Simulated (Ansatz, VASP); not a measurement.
## AgCl in VASP and in Ansatz

```xyz
4
Lattice="4.0049 0.0000 0.0000 -2.0024 3.4683 0.0000 0.0000 0.0000 6.2010" Properties=species:S:1:pos:R:3 pbc="T T T"
Ag    0.0000    0.0000    0.0000
Ag    0.0000    0.0000    3.1005
Cl    0.0000    2.3122    1.5503
Cl    2.0024    1.1561    4.6508
```

The cell was built by a generator and needn't be a form met in nature.

Alike in both runs: task single point; functional PBE; k mesh 12 × 12 × 4; occupations fermi-dirac, width 0.02 eV; no spin polarisation.

```csv
,VASP,Ansatz
version,VASP 6.6.1,Ansatz 0.2.0
potentials or method,"VASP PAW PBE potentials, release 64 (Ag, Cl)","plane waves, PAW"
plane-wave cutoff (eV),520,420
valence electrons in the cell,36,52
```

Ansatz gave:

| Quantity | Value |
| --- | --- |
| gap on the k mesh at the Fermi level (eV) | 0.91 |
| pressure (GPa) | 1.6 |
| largest component of the traceless stress (GPa) | 0.21 |

Question: Estimate VASP's values.

Answer: gap on the k mesh at the Fermi level (eV): 0.91; pressure (GPa): 1.5; largest component of the traceless stress (GPa): 0.21.

The functional is the same, so the differences come from potentials, cutoffs and numerics. The two sets of potentials don't hold the same shells in valence.

A k mesh can miss the band edges. A hybrid or GW would open this gap; PBE tends to underestimate it.
